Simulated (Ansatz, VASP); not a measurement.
## SrO: VASP beside Ansatz

```
CELL_PARAMETERS angstrom
0.00000 2.54486 2.54486
2.54486 0.00000 2.54486
2.54486 2.54486 0.00000
ATOMIC_POSITIONS crystal
Sr 0.50000 0.50000 0.50000
O 0.00000 0.00000 0.00000
```

Alike in both runs: task single point; functional LDA; k mesh 8 × 8 × 8; no spin polarisation.

|  | VASP | Ansatz |
| --- | --- | --- |
| version | VASP 6.6.1 | Ansatz 0.2.0 |
| potentials or method | VASP PAW LDA potentials, release 64 (Sr_sv, O), cutoff 520 eV | all-electron LAPW, scalar-relativistic |
| occupations | gaussian, width 0.01 eV | fixed |

VASP gave:

- gap on the k mesh at the Fermi level (eV): 3.07
- pressure (GPa): -0.7

Estimate Ansatz's values.

gap on the k mesh at the Fermi level (eV): 3.13; pressure (GPa): -1.5.

Ansatz ran all-electron here, so the differences hold the error of VASP's frozen core and of both bases.

A k mesh can miss the band edges. LDA gaps usually lie below the measured ones, often by a third to a half.
